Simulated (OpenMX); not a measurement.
AgCl (Chlorargyrite):

```xyz
2
Lattice="0.0000 2.7350 2.7350 2.7350 0.0000 2.7350 2.7350 2.7350 0.0000" Properties=species:S:1:pos:R:3 pbc="T T T"
Ag    0.0000    0.0000    0.0000
Cl    2.7350    2.7350    2.7350
```

Base run:

| Property | Result |
| --- | --- |
| Program | OpenMX 3.8.5 |
| Functional | PBE |
| Potentials or basis | OpenMX 2013 PBE set, Ag7.0-s3p2d1, Cl7.0-s2p2d1, grid cutoff 400 Ry |
| k mesh | 9 × 9 × 9 |
| Occupations | fermi-dirac, width 0.05 eV |
| Spin | no spin polarisation |

Its results: band gap on the k mesh 1.19 eV, indirect (least direct gap 3.50 eV); pressure 5.6 GPa.

Task: The run is repeated on the same cell with these changes: potentials or basis from OpenMX 2013 PBE set, Ag7.0-s3p2d1, Cl7.0-s2p2d1, grid cutoff 400 Ry to OpenMX 2013 PBE set, Ag7.0-s3p2d2f1, Cl7.0-s3p2d2f1, grid cutoff 400 Ry. What comes out?

Result: Band gap on the k mesh 1.09 eV, indirect (least direct gap 3.40 eV); pressure 4.6 GPa.

Caveats: the basis of atomic orbitals isn't converged, which shifts pressures, moduli and gaps.

A k mesh can miss the band edges.

Not every run made on this cell is shown here.
